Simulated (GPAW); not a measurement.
# Hf (P6/mmm) in GPAW: further runs

The runs below take Hf through relaxation of cell and atoms, with PBEsol.

Everything below comes from runs of GPAW 26.7.0. Logs are shortened: lines on timing, memory, paths and dates and some standing lists are left out, and cuts for length are marked. The log counts tension as positive stress, the text compression.

## Step 1: The crystal as given

The structure is hexagonal, space group P6/mmm (No. 191). Conventional cell: a = 4.962 Å, b = 4.962 Å, c = 3.086 Å, α = 90.00°, β = 90.00°, γ = 120.00°. Hf (site symmetry 6/mmm) is surrounded by 14 Hf at 3.09 to 3.25 Å. Around Hf (site symmetry -6m2) lie 11 Hf at 2.87 to 3.25 Å.

This isn't the form of Hf at room conditions, which is hcp.

## Step 2: Relaxation of cell and atoms, PBEsol, target pressure 5 GPa, at which the enthalpy is minimised

The input, run.py:

```python
from ase import Atoms
from ase.filters import FrechetCellFilter
from ase.io import write
from ase.optimize import BFGS
from ase.units import GPa
from gpaw import GPAW, PW, setup_paths

setup_paths.insert(0, '.')

atoms = Atoms(['Hf', 'Hf', 'Hf'],
              cell=[[4.962329544, 0.0, 0.0],
                    [-2.481164772, 4.297503447, 0.0],
                    [0.0, 0.0, 3.08623225]],
              scaled_positions=[[0.0, 0.0, 0.0],
                                [0.3333333333, 0.6666666667, 0.5],
                                [0.6666666667, 0.3333333333, 0.5]],
              pbc=True)

calc = GPAW(mode=PW(600),
            xc='PBEsol',
            kpts={'size': (5, 5, 6), 'gamma': True},
            occupations={'name': 'fermi-dirac', 'width': 0.05},
            nbands=34,
            convergence={'density': 1e-05, 'forces': 0.0001},
            maxiter=150,
            txt='gpaw.txt')
atoms.calc = calc
opt = BFGS(FrechetCellFilter(atoms, scalar_pressure=5 * GPa), trajectory='relax.traj', logfile='-')
done = opt.run(fmax=0.02, steps=60)
calc.write('gs.gpw')
write('result.traj', atoms)
print('Converged:', done)
print('Cell:', atoms.cell.cellpar().round(4))
print('Volume:', round(atoms.get_volume(), 4))
print(atoms.get_scaled_positions().round(5))
```

Potentials or basis: PAW data sets generated in the run's folder for this functional, pw.

Started as:

```sh
> gpaw-setup -f PBEsol Hf
> OMP_NUM_THREADS=1 python run.py
```

gpaw.txt:

```text
__  _  _
 | _ |_)|_||  |
 |__||  | ||/\| - 26.7.0

Input parameters:
  mode=PW(ecut=600.0),
  convergence={'density': 1e-05, 'forces': 0.0001},
  kpts=MonkhorstPack(size=(5, 5, 6), gamma=True),
  maxiter=150,
  nbands=34,
  occupations=Occupations(name='fermi-dirac', width=0.05),
  xc=XC(name='PBEsol')

Diagonalizing LCAO Hamiltonian
Converting LCAO to pw mode

         Hf
              Hf

       Hf

Atoms  # Å, Bohr magnetons
|   | symbol |         x |        y |        z |    initial magnetic moments |
|---|--------|-----------|----------|----------|-----------------------------|
| 0 |     Hf |  0.000000 | 0.000000 | 0.000000 | ( 0.0000,  0.0000,  0.0000) |
| 1 |     Hf | -0.000000 | 2.865002 | 1.543116 | ( 0.0000,  0.0000,  0.0000) |
| 2 |     Hf |  2.481165 | 1.432501 | 1.543116 | ( 0.0000,  0.0000,  0.0000) |

Unit cell  # Å
| periodic |         x |        y |        z |  lengths |     angles |
|----------|-----------|----------|----------|----------|------------|
|      yes |  4.962330 | 0.000000 | 0.000000 | 4.962330 |  90.000000 |
|      yes | -2.481165 | 4.297503 | 0.000000 | 4.962330 |  90.000000 |
|      yes |  0.000000 | 0.000000 | 3.086232 | 3.086232 | 120.000000 |

Number of symmetries: 24
Symmetry operations  # r_c * U_cc + t_c -> r_c
|    | kind |            matrix            |
|----|------|------------------------------|
|  0 |  σ   |  1, 1, 0,  0,-1, 0,  0, 0, 1 |
|  1 |  C2  |  1, 1, 0,  0,-1, 0,  0, 0,-1 |
|  2 |  C6  |  1, 1, 0, -1, 0, 0,  0, 0, 1 |
|  3 |  S6  |  1, 1, 0, -1, 0, 0,  0, 0,-1 |
|  4 |  E   |  1, 0, 0,  0, 1, 0,  0, 0, 1 |
|  5 |  σ   |  1, 0, 0,  0, 1, 0,  0, 0,-1 |
|  6 |  σ   |  1, 0, 0, -1,-1, 0,  0, 0, 1 |
|  7 |  C2  |  1, 0, 0, -1,-1, 0,  0, 0,-1 |
|  8 |  σ   |  0, 1, 0,  1, 0, 0,  0, 0, 1 |
[... 182 lines left out ...]
No gap
No difference between direct/indirect transitions

Stress tensor  # eV/Ang^3
|        x |        y |        z |
|----------|----------|----------|
| 0.015262 | 0.000000 | 0.000000 |
| 0.000000 | 0.015262 | 0.000000 |
| 0.000000 | 0.000000 | 0.014564 |

Forces  # eV/Ang
|        x |        y |       z |
|----------|----------|---------|
| -0.00000 | -0.00000 | 0.00000 |  # Hf   0
| -0.00000 | -0.00000 | 0.00000 |  # Hf   1
|  0.00000 |  0.00000 | 0.00000 |  # Hf   2
[... 6 lines left out ...]
       Hf

Atoms  # Å, Bohr magnetons
|   | symbol |         x |         y |        z |    initial magnetic moments |
|---|--------|-----------|-----------|----------|-----------------------------|
| 0 |     Hf | -0.000000 | -0.000000 | 0.000000 | ( 0.0000,  0.0000,  0.0000) |
| 1 |     Hf | -0.000000 |  2.851127 | 1.535755 | ( 0.0000,  0.0000,  0.0000) |
| 2 |     Hf |  2.469149 |  1.425564 | 1.535755 | ( 0.0000,  0.0000,  0.0000) |

Unit cell  # Å
| periodic |         x |         y |        z |  lengths |     angles |
|----------|-----------|-----------|----------|----------|------------|
|      yes |  4.938298 | -0.000000 | 0.000000 | 4.938298 |  90.000000 |
|      yes | -2.469149 |  4.276691 | 0.000000 | 4.938298 |  90.000000 |
|      yes |  0.000000 |  0.000000 | 3.071510 | 3.071510 | 120.000000 |

Number of symmetries: 24
Symmetry operations  # r_c * U_cc + t_c -> r_c
|    | kind |            matrix            |
|----|------|------------------------------|
|  0 |  σ   |  1, 1, 0,  0,-1, 0,  0, 0, 1 |
|  1 |  C2  |  1, 1, 0,  0,-1, 0,  0, 0,-1 |
|  2 |  C6  |  1, 1, 0, -1, 0, 0,  0, 0, 1 |
|  3 |  S6  |  1, 1, 0, -1, 0, 0,  0, 0,-1 |
|  4 |  E   |  1, 0, 0,  0, 1, 0,  0, 0, 1 |
|  5 |  σ   |  1, 0, 0,  0, 1, 0,  0, 0,-1 |
|  6 |  σ   |  1, 0, 0, -1,-1, 0,  0, 0, 1 |
|  7 |  C2  |  1, 0, 0, -1,-1, 0,  0, 0,-1 |
|  8 |  σ   |  0, 1, 0,  1, 0, 0,  0, 0, 1 |
[... 181 lines left out ...]
No gap
No difference between direct/indirect transitions

Stress tensor  # eV/Ang^3
|         x |         y |        z |
|-----------|-----------|----------|
|  0.005508 | -0.000000 | 0.000000 |
| -0.000000 |  0.005508 | 0.000000 |
|  0.000000 |  0.000000 | 0.004352 |

Forces  # eV/Ang
|        x |       y |       z |
|----------|---------|---------|
|  0.00000 | 0.00000 | 0.00000 |  # Hf   0
|  0.00000 | 0.00000 | 0.00000 |  # Hf   1
| -0.00000 | 0.00000 | 0.00000 |  # Hf   2

Interpolating wave functions to new cell
[... 6 lines left out ...]
Atoms  # Å, Bohr magnetons
|   | symbol |         x |        y |         z |    initial magnetic moments |
|---|--------|-----------|----------|-----------|-----------------------------|
| 0 |     Hf | -0.000000 | 0.000000 | -0.000000 | ( 0.0000,  0.0000,  0.0000) |
| 1 |     Hf | -0.000000 | 2.803720 |  1.511017 | ( 0.0000,  0.0000,  0.0000) |
| 2 |     Hf |  2.428093 | 1.401860 |  1.511017 | ( 0.0000,  0.0000,  0.0000) |

Unit cell  # Å
| periodic |         x |         y |        z |  lengths |     angles |
|----------|-----------|-----------|----------|----------|------------|
|      yes |  4.856186 |  0.000000 | 0.000000 | 4.856186 |  90.000000 |
|      yes | -2.428093 |  4.205580 | 0.000000 | 4.856186 |  90.000000 |
|      yes |  0.000000 | -0.000000 | 3.022034 | 3.022034 | 120.000000 |

Number of symmetries: 24
Symmetry operations  # r_c * U_cc + t_c -> r_c
|    | kind |            matrix            |
|----|------|------------------------------|
|  0 |  σ   |  1, 1, 0,  0,-1, 0,  0, 0, 1 |
|  1 |  C2  |  1, 1, 0,  0,-1, 0,  0, 0,-1 |
|  2 |  C6  |  1, 1, 0, -1, 0, 0,  0, 0, 1 |
|  3 |  S6  |  1, 1, 0, -1, 0, 0,  0, 0,-1 |
|  4 |  E   |  1, 0, 0,  0, 1, 0,  0, 0, 1 |
|  5 |  σ   |  1, 0, 0,  0, 1, 0,  0, 0,-1 |
|  6 |  σ   |  1, 0, 0, -1,-1, 0,  0, 0, 1 |
|  7 |  C2  |  1, 0, 0, -1,-1, 0,  0, 0,-1 |
|  8 |  σ   |  0, 1, 0,  1, 0, 0,  0, 0, 1 |
[... 205 lines left out ...]
Atoms  # Å, Bohr magnetons
|   | symbol |         x |        y |         z |    initial magnetic moments |
|---|--------|-----------|----------|-----------|-----------------------------|
| 0 |     Hf |  0.000000 | 0.000000 | -0.000000 | ( 0.0000,  0.0000,  0.0000) |
| 1 |     Hf | -0.000000 | 2.805760 |  1.512386 | ( 0.0000,  0.0000,  0.0000) |
| 2 |     Hf |  2.429860 | 1.402880 |  1.512386 | ( 0.0000,  0.0000,  0.0000) |

Unit cell  # Å
| periodic |         x |         y |         z |  lengths |     angles |
|----------|-----------|-----------|-----------|----------|------------|
|      yes |  4.859719 | -0.000000 |  0.000000 | 4.859719 |  90.000000 |
|      yes | -2.429860 |  4.208640 | -0.000000 | 4.859719 |  90.000000 |
|      yes |  0.000000 | -0.000000 |  3.024772 | 3.024772 | 120.000000 |

Number of symmetries: 24
Symmetry operations  # r_c * U_cc + t_c -> r_c
|    | kind |            matrix            |
|----|------|------------------------------|
|  0 |  σ   |  1, 1, 0,  0,-1, 0,  0, 0, 1 |
|  1 |  C2  |  1, 1, 0,  0,-1, 0,  0, 0,-1 |
|  2 |  C6  |  1, 1, 0, -1, 0, 0,  0, 0, 1 |
|  3 |  S6  |  1, 1, 0, -1, 0, 0,  0, 0,-1 |
|  4 |  E   |  1, 0, 0,  0, 1, 0,  0, 0, 1 |
|  5 |  σ   |  1, 0, 0,  0, 1, 0,  0, 0,-1 |
|  6 |  σ   |  1, 0, 0, -1,-1, 0,  0, 0, 1 |
|  7 |  C2  |  1, 0, 0, -1,-1, 0,  0, 0,-1 |
|  8 |  σ   |  0, 1, 0,  1, 0, 0,  0, 0, 1 |
[... 125 lines left out ...]
SCF iterations
|iter     | |      energy | eigst |  dens |force |
|---------|-|-------------|-------|-------|------|
|iter:   1| |  -24.099519 | -3.16 |       |      |
|iter:   2| |  -24.099458 | -5.64 | -2.96 |      |
|iter:   3| |  -24.099220c| -4.69 | -2.99 |      |
|iter:   4| |  -24.099203c| -5.62 | -3.59 |      |
|iter:   5| |  -24.099198c| -6.17 | -3.34 |      |
|iter:   6| |  -24.099202c| -7.67c| -4.18 |      |
|iter:   7| |  -24.099203c| -8.30c| -4.66 |      |
|iter:   8| |  -24.099203c| -9.87c| -5.69c|      |
|iter:   9| |  -24.099203c|-10.50c| -6.19c|-16.33c|

Converged in 9 steps
Energy contributions relative to reference atoms: (reference = -1229287.125952)

Energy contributions:
  Kinetic:          30.915348
  Coulomb:         -26.619594
  Zero:             -1.501753
  External:          0.000000
  Xc:              -26.886452
  Entropy:          -0.013504
  Spinorbit:         0.000000
  ----------------------------
  Free energy:     -24.105955
  Extrapolated:    -24.099203
[... 52 lines left out ...]
Atoms  # Å, Bohr magnetons
|   | symbol |         x |        y |         z |    initial magnetic moments |
|---|--------|-----------|----------|-----------|-----------------------------|
| 0 |     Hf |  0.000000 | 0.000000 | -0.000000 | ( 0.0000,  0.0000,  0.0000) |
| 1 |     Hf | -0.000000 | 2.805599 |  1.512586 | ( 0.0000,  0.0000,  0.0000) |
| 2 |     Hf |  2.429720 | 1.402799 |  1.512586 | ( 0.0000,  0.0000,  0.0000) |

Unit cell  # Å
| periodic |         x |         y |         z |  lengths |     angles |
|----------|-----------|-----------|-----------|----------|------------|
|      yes |  4.859440 | -0.000000 | -0.000000 | 4.859440 |  90.000000 |
|      yes | -2.429720 |  4.208398 | -0.000000 | 4.859440 |  90.000000 |
|      yes |  0.000000 | -0.000000 |  3.025173 | 3.025173 | 120.000000 |

Number of symmetries: 24
Symmetry operations  # r_c * U_cc + t_c -> r_c
|    | kind |            matrix            |
|----|------|------------------------------|
|  0 |  σ   |  1, 1, 0,  0,-1, 0,  0, 0, 1 |
|  1 |  C2  |  1, 1, 0,  0,-1, 0,  0, 0,-1 |
|  2 |  C6  |  1, 1, 0, -1, 0, 0,  0, 0, 1 |
|  3 |  S6  |  1, 1, 0, -1, 0, 0,  0, 0,-1 |
|  4 |  E   |  1, 0, 0,  0, 1, 0,  0, 0, 1 |
|  5 |  σ   |  1, 0, 0,  0, 1, 0,  0, 0,-1 |
|  6 |  σ   |  1, 0, 0, -1,-1, 0,  0, 0, 1 |
|  7 |  C2  |  1, 0, 0, -1,-1, 0,  0, 0,-1 |
|  8 |  σ   |  0, 1, 0,  1, 0, 0,  0, 0, 1 |
[... 125 lines left out ...]
SCF iterations
|iter     | |      energy | eigst |  dens |force |
|---------|-|-------------|-------|-------|------|
|iter:   1| |  -24.099252 | -4.94 |       |      |
|iter:   2| |  -24.099251 | -7.76c| -3.96 |      |
|iter:   3| |  -24.099253c| -7.56c| -4.01 |      |
|iter:   4| |  -24.099249c| -7.86c| -4.34 |      |
|iter:   5| |  -24.099250c| -8.35c| -4.84 |      |
|iter:   6| |  -24.099250c| -9.07c| -5.56c|      |
|iter:   7| |  -24.099250c|-10.10c| -6.11c|-16.48c|

Converged in 7 steps
Energy contributions relative to reference atoms: (reference = -1229287.125952)

Energy contributions:
  Kinetic:          30.909939
  Coulomb:         -26.614780
  Zero:             -1.501783
  External:          0.000000
  Xc:              -26.885873
  Entropy:          -0.013505
  Spinorbit:         0.000000
  ----------------------------
  Free energy:     -24.106002
  Extrapolated:    -24.099250
[... 38 lines left out ...]
Forces  # eV/Ang
|        x |        y |       z |
|----------|----------|---------|
|  0.00000 | -0.00000 | 0.00000 |  # Hf   0
|  0.00000 |  0.00000 | 0.00000 |  # Hf   1
| -0.00000 |  0.00000 | 0.00000 |  # Hf   2

# Writing to gs.gpw (mode='')
```

It took 89 s on 1 thread of Intel Xeon Platinum 8488C (Sapphire Rapids), shared host; peak memory 0.27 GiB.

Results:

| Quantity | Value |
| --- | --- |
| Free energy | -24.1060 eV |
| Relaxed volume | 20.62 Å³/atom |
| Relaxed cell | a = 4.859 Å, b = 4.859 Å, c = 3.025 Å, α = 90.00°, β = 90.00°, γ = 120.00° |
| Space group after relaxing (to 0.05 Å) | P6/mmm (No. 191) |
| Energy change on relaxing (the enthalpy is what falls) | +8.9 meV/atom |
| Ionic steps | 5 |
| Pressure after relaxing | 5.0 GPa |
| Band gap on the k mesh | none (metal or under the smearing width) |

The path:
```
step  energy change (eV)  largest force (eV/Å)  pressure (GPa)  volume (Å³)
   1              0.0000                0.0000           -2.41        65.82
   2             -0.0098                0.0000           -0.82        64.87
   3              0.0313                0.0000            5.31        61.72
   4              0.0267                0.0000            4.99        61.87
   5              0.0266                0.0000            4.99        61.87
```

Final structure:
```
CELL_PARAMETERS angstrom
4.85944 0.00000 0.00000
-2.42972 4.20840 0.00000
0.00000 0.00000 3.02517
ATOMIC_POSITIONS crystal
Hf 0.00000 0.00000 0.00000
Hf 0.33333 0.66667 0.50000
Hf 0.66667 0.33333 0.50000
```

Levels at points of the mesh, in eV from the Fermi level:
```
           k point  band 15  band 16  band 17  band 18  band 19  band 20  band 21  band 22
(0.00, 0.00, 0.00)    -0.62    -0.62    -0.60    -0.58    -0.58     1.15     2.23     2.23
(0.00, 0.00, 0.50)    -2.80    -2.14    -2.08    -2.08     1.44     1.44     2.17     2.17
```

Caveat: later steps reuse the first step's grids. The run has no spin-orbit coupling, so splittings on Hf are missing.

## Step 3: Relaxation of cell and atoms, PBEsol, target pressure 10 GPa, at which the enthalpy is minimised

run.py: that of step 2 with these lines changed.

```diff
@@ -27,3 +27,3 @@
 atoms.calc = calc
-opt = BFGS(FrechetCellFilter(atoms, scalar_pressure=5 * GPa), trajectory='relax.traj', logfile='-')
+opt = BFGS(FrechetCellFilter(atoms, scalar_pressure=10 * GPa), trajectory='relax.traj', logfile='-')
 done = opt.run(fmax=0.02, steps=60)
```

Potentials or basis: PAW data sets generated in the run's folder for this functional, pw.

Started as:

```sh
> gpaw-setup -f PBEsol Hf
> OMP_NUM_THREADS=1 python run.py
```

Run time: 1.8 min. Hardware: 1 thread of Intel Xeon Platinum 8488C (Sapphire Rapids), shared host; peak memory 0.27 GiB.

Results (log left out):

```yaml
Free_energy: -24.0059 eV
Relaxed_volume: 19.90 Å³/atom
Relaxed_cell: a = 4.801 Å, b = 4.801 Å, c = 2.992 Å, α = 90.00°, β = 90.00°, γ = 120.00°
Space_group_after_relaxing_to_0.05_Å: P6/mmm (No. 191)
Energy_change_on_relaxing_the_enthalpy_is_what_falls: +42.1 meV/atom
Ionic_steps: 6
Pressure_after_relaxing: 10.0 GPa
Band_gap_on_the_k_mesh: none (metal or under the smearing width)
```

Stress tensor (GPa, compression positive):
```
10.02  0.00  0.00
 0.00 10.02  0.00
 0.00  0.00 10.11
```

Step by step:
| step | energy change (eV) | largest force (eV/Å) | pressure (GPa) | volume (Å³) |
| --- | --- | --- | --- | --- |
| 1 | 0.0000 | 0.0000 | -2.41 | 65.82 |
| 2 | -0.0109 | 0.0000 | 0.30 | 64.24 |
| 3 | 0.1464 | 0.0000 | 10.84 | 59.40 |
| 4 | 0.1240 | 0.0000 | 9.95 | 59.75 |
| 5 | 0.1250 | 0.0000 | 9.99 | 59.73 |
| 6 | 0.1264 | 0.0000 | 10.05 | 59.71 |

Final structure:
```
CELL_PARAMETERS angstrom
4.80054 0.00000 0.00000
-2.40027 4.15739 0.00000
0.00000 0.00000 2.99189
ATOMIC_POSITIONS crystal
Hf 0.00000 0.00000 0.00000
Hf 0.33333 0.66667 0.50000
Hf 0.66667 0.33333 0.50000
```

Levels at points of the mesh, in eV from the Fermi level:
| k point | band 14 | band 15 | band 16 | band 17 | band 18 | band 19 | band 20 | band 21 | band 22 | band 23 |
| --- | --- | --- | --- | --- | --- | --- | --- | --- | --- | --- |
| (0.00, 0.00, 0.00) | -2.87 | -0.60 | -0.60 | -0.59 | -0.56 | -0.56 | 1.18 | 2.28 | 2.28 | 3.05 |
| (0.00, 0.00, 0.50) | -2.96 | -2.96 | -2.18 | -2.18 | -2.10 | 1.48 | 1.48 | 2.27 | 2.27 | 5.78 |

Caveat: later steps reuse the first step's grids. The run has no spin-orbit coupling, so splittings on Hf are missing.

(Part 1 of 2 ends here.)
